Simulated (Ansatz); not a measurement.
# CdSe under changes of volume

One of the cells (23.738 Å³/atom); the others are scaled copies at fixed shape and fractional positions:

```
Cd Se
1.0
     0.00000    2.87396    2.87396
     2.87396    0.00000    2.87396
     2.87396    2.87396    0.00000
Cd Se
1 1
Direct
  0.00000 0.00000 0.00000
  0.50000 0.50000 0.50000
```

Measurements of this composition are mostly on another form, of space group No. 186.

```yaml
Program: Ansatz 0.2.0
Functional: PBE
Potentials_or_basis: all-electron LAPW, scalar-relativistic
Cutoff: 236 eV (chosen from the basis error)
Basis_error_allowed: 0.0005 eV/atom
k_mesh: 8 × 8 × 8
Occupations: fermi-dirac, width 0.05 eV
Spin: no spin polarisation
```

```csv
volume (Å³/atom),energy over the lowest point (meV/atom),pressure (GPa)
22.314,14.64,3.9
22.788,5.52,2.3
23.263,?,?
23.738,0.00,-0.3
24.213,2.61,-1.4
24.687,8.27,-2.4
25.162,16.68,-3.3
```

**Question.** What does the run at 23.263 Å³/atom give?

**Answer.** Energy over the lowest point 0.81 meV/atom; pressure 0.9 GPa.

Worked out: A Birch-Murnaghan fit of order 3 (a polynomial in V^(-2/3)) to the other rows has its minimum at 23.61 Å³/atom with B0 = V·E''(V) = 60 GPa and B' = 5.0. It gives 0.81 meV/atom at 23.263 Å³/atom, against the run's 0.81, and -dE/dV = 0.9 GPa, against 0.9.

Energies are extrapolated to zero smearing.
